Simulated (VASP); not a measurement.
```xyz
5
Lattice="9.9417 -2.1239 -0.0311 9.9417 2.1239 -0.0311 9.4994 0.0000 3.6209" Properties=species:S:1:pos:R:3 pbc="T T T"
Sb    11.7195     0.0000     1.4195
Sb    17.6633     0.0000     2.1393
Te     9.4994     0.0000     3.6209
Te     6.1775     0.0000     0.7482
Te    23.2052     0.0000     2.8106
```

The numbers are results of LDA (Ceperley-Alder, Perdew-Zunger), VASP's LDA PAW potentials (set 64) (plane waves; VASP), not measurements. Settings: 520 eV cut-off, 7×7×7 Γ-centred mesh, tetrahedra with Blöchl corrections, potentials Sb Te.

Unless said otherwise, spin-orbit coupling is left out, though it shifts the bands of the heavy elements here.

Question: What does the run give for the energy per atom (σ→0), band gap (on the k-mesh) with the smallest direct gap where there is one?

Answer: 
```yaml
band gap (on the k-mesh): 0.16 eV
smallest direct gap (on the k-mesh): 0.16 eV
energy per atom (σ→0): -4.327 eV/atom
```

The absolute energy has meaning only against runs of the same code, potentials and settings.

The compound is Sb2Te3 in the tetradymite structure. It was relaxed first.
